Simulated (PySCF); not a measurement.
# C5H5N: the cost of one run

Computed with PySCF 2.14.0 and routines of our own; the level stands in each step. Atoms count from 0.

## 1. The system as given

11 atoms, charge 0, multiplicity 1; geometry from: GFN2-xTB.

## 2. Relaxing the molecule at B3LYP/def2-SVP

Job settings and geometry (Å):

```
{"job": {"xc": "B3LYP", "basis": "def2-SVP", "grid": 1, "kind": "geom"}, "charge": 0, "multiplicity": 1}
C      0.072246     1.185626    -0.023287
C      1.219518     0.408630     0.003071
C      1.077055    -0.970698     0.025259
N     -0.095001    -1.581335     0.024171
C     -1.185172    -0.834552     0.000678
C     -1.160378     0.552002    -0.024265
H      0.137280     2.264355    -0.042348
H      2.199883     0.859715     0.006690
H      1.941492    -1.621703     0.045298
H     -2.122020    -1.377002     0.002312
H     -2.079479     1.117633    -0.043542
```

On the command line:

```sh
> OMP_NUM_THREADS=1 python excited_run.py task.json out
```

One launch serves the whole session: the jobs run in the order shown.

Q: Estimate the wall time and peak memory of this first job on 1 thread of Arm Neoverse V1, shared host.

About 16 s, with a peak of 0.53 GiB.
